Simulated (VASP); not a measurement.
The system is Si.

```
Si
1.0
     4.12095    0.00000    0.00000
    -2.06047    3.56885    0.00000
     0.00000    0.00000    2.65479
Si
2
Direct
  0.33333 0.66667 0.50000
  0.66667 0.33333 0.50000
```

The cell was built by a generator and needn't be a form met in nature.

Base run:

| Property | Result |
| --- | --- |
| Program | VASP 6.6.1 |
| Functional | rSCAN |
| Potentials or basis | VASP PAW PBE potentials, release 64 (Si) |
| Cutoff | 520 eV |
| k mesh | 8 × 8 × 10 |
| Occupations | fermi-dirac, width 0.05 eV |
| Spin | no spin polarisation |

Its results: pressure -1.4 GPa.

Q: After a change of settings the same cell gave: pressure -2.3 GPa. Which change was it?
A. functional from rSCAN to PBEsol0; k mesh from 8 × 8 × 10 to 4 × 4 × 5
B. functional from rSCAN to TPSS; further incar settings from ALGO = Normal; EDIFF = 1e-06 to ALGO = Normal; EDIFF = 1e-06; NBANDS = 11
C. functional from rSCAN to PW91; further incar settings from ALGO = Normal; EDIFF = 1e-06 to ALGO = Normal; EDIFF = 1e-06; NBANDS = 11
D. functional from rSCAN to SCAN

A: D.

Caveats: the PAW data sets were made with another functional, which shifts forces and pressure a little.

Runs at the PBE level aren't shown here.
